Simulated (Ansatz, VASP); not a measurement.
**KCl in VASP and in Ansatz**

The input INCAR:

```
SYSTEM = KCl
PREC = Accurate
ENCUT = 520
EDIFF = 1E-6
ISMEAR = -1
SIGMA = 0.03
LREAL = .False.
LASPH = .True.
NELM = 100
ALGO = Normal
ISIF = 2
LWAVE = .False.
LCHARG = .False.
GGA = PE
NBANDS = 15
```

Contents of KPOINTS:

```
regular mesh
0
Gamma
  7 7 7
  0 0 0
```

Contents of POSCAR:

```
KCl
1.0
    0.0000000000      3.2507830000      3.1561000000
    3.2507830000      0.0000000000      3.1561000000
    3.2507830000      3.2507830000      0.0000000000
K Cl
1 1
Direct
    0.0000000000      0.0000000000      0.0000000000
    0.5000000000      0.5000000000      0.5000000000
```

Input for Ansatz:

```yaml
crystal:
  lattice:
    - [0.0, 3.250783, 3.1561]
    - [3.250783, 0.0, 3.1561]
    - [3.250783, 3.250783, 0.0]
  atoms:
    - { symbol: K, position: [0.0, 0.0, 0.0] }
    - { symbol: Cl, position: [0.5, 0.5, 0.5] }
kpoints:
  mp_grid: { grid: [7, 7, 7] }
  band_path:
    path:
      - [0.0, 0.0, 0.0]
      - [0.0, 0.5, 0.5]
      - [0.25, 0.75, 0.5]
      - [0.0, 0.5, 0.0]
      - [0.0, 0.0, 0.0]
      - [0.5, 0.5, 0.0]
      - [0.3826125, 0.6173875, 0.0]
      - [-0.3826125, 0.3826125, 0.0]
      - [0.0, 0.0, 0.0]
    npoints: 5
scf:
  occupations: { method: fermi_dirac, width: 0.03 }
hamiltonian:
  xc: pbe
  pseudopotentials: { kind: all_electron, lapw: { basis_error: 0.001 } }
output:
  forces: true
  stress: true
  eigenvalues: true
```

Change from the starting cell: equal xx and yy strain of +3 %.

Alike in both runs: task single point; functional PBE; k mesh 7 × 7 × 7; occupations fermi-dirac, width 0.03 eV; no spin polarisation.

|  | VASP | Ansatz |
| --- | --- | --- |
| version | VASP 6.6.1 | Ansatz 0.2.0 |
| potentials or method | VASP PAW PBE potentials, release 64 (K_sv, Cl) | all-electron LAPW, scalar-relativistic |
| plane-wave cutoff (eV) | 520 | see its input |

Ansatz gave:

```
gap on the k mesh at the Fermi level (eV)       : 4.95
pressure (GPa)                                  : -0.4
largest component of the traceless stress (GPa) : 0.54
```

Problem. Estimate VASP's values.

Solution. gap on the k mesh at the Fermi level (eV): 4.95; pressure (GPa): -0.4; largest component of the traceless stress (GPa): 0.55.

Ansatz ran all-electron here, so the differences hold the error of VASP's frozen core and of both bases.

Caveats: an odd mesh through Γ misses points on the zone boundary, where band edges often lie.
